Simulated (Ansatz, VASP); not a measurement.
# BH2N (H-BN-H chair, 1 layer): VASP beside Ansatz, part 2 of 2

One calculation is typed for both programs; each brings its own data sets. How far apart do they land? The structure shown is the start of the Ansatz relaxation below; VASP solves that cell, so the two are compared at the walk's first step.

VASP 6.6.1 and Ansatz 0.2.0.

So far: The starting structure; Ansatz: relaxation, PBE; VASP: single point, PBE, start cell.

**3. VASP: single point, PBE, start cell (continued)**

Level of this step: PBE; plane waves and PAW (H, N, B) (VASP).

Numbers of over 12 decimals in the logs are rounded to 6 here.

OUTCAR, selected parts (step 3):

```text
ion  position               nearest neighbor table
   1  0.667  0.333  0.424-   3 1.02
   2  0.333  0.667  0.576-   4 1.15
   3  0.667  0.333  0.482-   1 1.02   4 1.56   4 1.56   4 1.56
   4  0.333  0.667  0.511-   2 1.15   3 1.56   3 1.56   3 1.56

  LATTYP: Found a hexagonal cell.
 ALAT       =     2.5575000000
 C/A-ratio  =     6.9156078201

 Subroutine GETGRP returns: Found  6 space group operations
 (whereof  6 operations were pure point group operations)

The static configuration has the point symmetry C_3v.

 Found     19 irreducible k-points:

   k-points           NKPTS =     19   k-points in BZ     NKDIM =     19   number of bands    NBANDS=     11

   dimension x,y,z NGX =    20 NGY =   20 NGZ =  140
   dimension x,y,z NGXF=    40 NGYF=   40 NGZF=  280

   ENCUT  =  520.0 eV  38.22 Ry    6.18 a.u.   4.76  4.76 32.89*2*pi/ulx,y,z

   NELECT =      10.0000    total number of electrons

 k-points in reciprocal lattice and weights: Automatic mesh
   0.00000000  0.00000000  0.00000000       0.007
   0.08333333  0.00000000  0.00000000       0.042
   0.16666667 -0.00000000  0.00000000       0.042
   0.25000000  0.00000000  0.00000000       0.042
   0.33333333  0.00000000  0.00000000       0.042
   0.41666667  0.00000000  0.00000000       0.042
   0.50000000  0.00000000  0.00000000       0.021
   0.08333333  0.08333333  0.00000000       0.042
   0.16666667  0.08333333  0.00000000       0.083
[...]
0.33333333  0.25000000  0.00000000       0.083
   0.33333333  0.33333333  0.00000000       0.014

 dipolmoment           0.000000      0.000000      0.138981 electrons x Angstroem

 average (electrostatic) potential at core
       1 -42.4442       2 -37.3306       3 -71.5598       4 -33.9108

 E-fermi :  -2.7786

 k-point     1 :       0.0000    0.0000    0.0000
  band No.  band energies     occupation
      1     -21.9681      2.00000
      2     -12.7128      2.00000
      3      -6.0431      2.00000
      4      -4.1486      2.00000
      5      -4.1485      2.00000
      6      -1.4086      0.00000
      7       0.2791      0.00000
      8       2.1953      0.00000
      9       3.3338      0.00000
     10       4.7819      0.00000
    ...

 k-point     2 :       0.0833    0.0000    0.0000
  band No.  band energies     occupation
      1     -21.8366      2.00000
      2     -12.5872      2.00000
      3      -5.9542      2.00000
      4      -4.7791      2.00000
      5      -4.3648      2.00000
      6      -1.2340      0.00000
      7       0.4758      0.00000
      8       2.3894      0.00000
      9       3.5201      0.00000
     10       4.9354      0.00000
    ...

 k-point     3 :       0.1667   -0.0000    0.0000
  band No.  band energies     occupation
      1     -21.4516      2.00000
      2     -12.2261      2.00000
      3      -6.3601      2.00000
      4      -5.6522      2.00000
      5      -4.8988      2.00000
      6      -0.7197      0.00000
      7       1.0646      0.00000
      8       2.9659      0.00000
      9       4.0503      0.00000
     10       5.3317      0.00000
    ...

  Total        1.0620108      1.0620108      2.1427837      0.0000000      0.0000000      0.0000000
  in kB       16.9836721     16.9836725     34.2673868      0.0000000      0.0000000      0.0000000
  external PRESSURE =      22.7449105 kB  Pullay stress =       0.0000000 kB

  energy-cutoff  :      520.00
  volume of cell :      100.19
      direct lattice vectors                 reciprocal lattice vectors
     2.557500000  0.000000000  0.000000000     0.391006843  0.225747903  0.000000000
    -1.278750000  2.214860000  0.000000000     0.000000000  0.451495806  0.000000000
     0.000000000  0.000000000 17.686667000     0.000000000  0.000000000  0.056539765

 POSITION                                       TOTAL-FORCE (eV/Angst)
 -----------------------------------------------------------------------------------
      1.27875      0.73829      7.50000        -0.000000      0.000000     -0.578109
     -0.00000      1.47657     10.18667        -0.000000      0.000000      1.261517
      1.27875      0.73829      8.52000        -0.000000      0.000000      0.315746
     -0.00000      1.47657      9.03667         0.000000     -0.000000     -0.999154
 -----------------------------------------------------------------------------------
    total drift:                               -0.000000     -0.000223      0.000167

  FREE ENERGIE OF THE ION-ELECTRON SYSTEM (eV)
  ---------------------------------------------------
  free  energy   TOTEN  =       -23.9001406141 eV

  energy  without entropy=      -23.9001406141  energy(sigma->0) =      -23.90014061

 vacuum level on the upper side and lower side of the slab         3.910        -0.529

 total charge
# of ion       s       p       d       tot
------------------------------------------
    1        0.663   0.080   0.000   0.743
    2        0.659   0.025   0.000   0.684
    3        1.226   2.752   0.000   3.979
    4        0.702   1.411   0.000   2.114
--------------------------------------------------
tot          3.250   4.269   0.000   7.519

[... 3 further parts left out ...]
```

**4. Comparison**

Known differences besides the potentials themselves: the cutoff is 420 eV in Ansatz and 520 eV in VASP. Total energies have different zeros and are not compared.

Forces (eV/Å; atoms numbered as in POSCAR):

| atom | Ansatz x, y, z | VASP x, y, z |
| --- | --- | --- |
| H1 | 0.000, 0.000, -0.560 | 0.000, 0.000, -0.578 |
| H2 | 0.000, 0.000, 1.250 | 0.000, 0.000, 1.262 |
| N3 | 0.000, 0.000, 0.323 | 0.000, 0.000, 0.316 |
| B4 | 0.000, 0.000, -1.013 | 0.000, 0.000, -0.999 |

The forces differ by 7.7 meV/Å r.m.s., which is 1.5 % of the r.m.s. force of 0.502 eV/Å (both taken over all components). With vacuum in the cell, a pressure given here is an average over mostly empty space and none of the material.

**5. Further runs**

Further runs change the set-up of one program: Ansatz's method, potentials or start, or VASP's data sets, cutoff or form of LDA. The table gives that difference for each run.

```
                         run  r.m.s. force difference (meV/Å)
                    as above                              7.7
VASP with a cutoff of 600 eV (perhaps on Ansatz's relaxed cell)                              7.7
```

**6. What came out**

| Item | Value |
| --- | --- |
| r.m.s. force difference (single point, PBE, start cell) | 1.5 % of the r.m.s. force |

**Reading.** The r.m.s. force difference is 1.5 % of the r.m.s. force (single point, PBE, start cell), within the 3 % picked in this series as the mark of a large difference. Such differences can come from data sets, numerical settings and the points named under the comparisons, not from the functional's error against experiment.

[Lines on the potential files, build, host, timing and source positions are cut from VASP's logs without a mark.]

[Logs are printed without paths, hosts, clocks, repeated set-up lines and the standing remarks that a program may print on its own settings, such as how far it seeks lower states.]

[Hosts, paths, dates, database ids (printed as entryN), source tags and the programs' standing remarks are cut or masked in the printed files.]

[Rows of further runs with another cutoff or data set may stand on the cell that Ansatz relaxed, not on the start cell of the pair above them.]
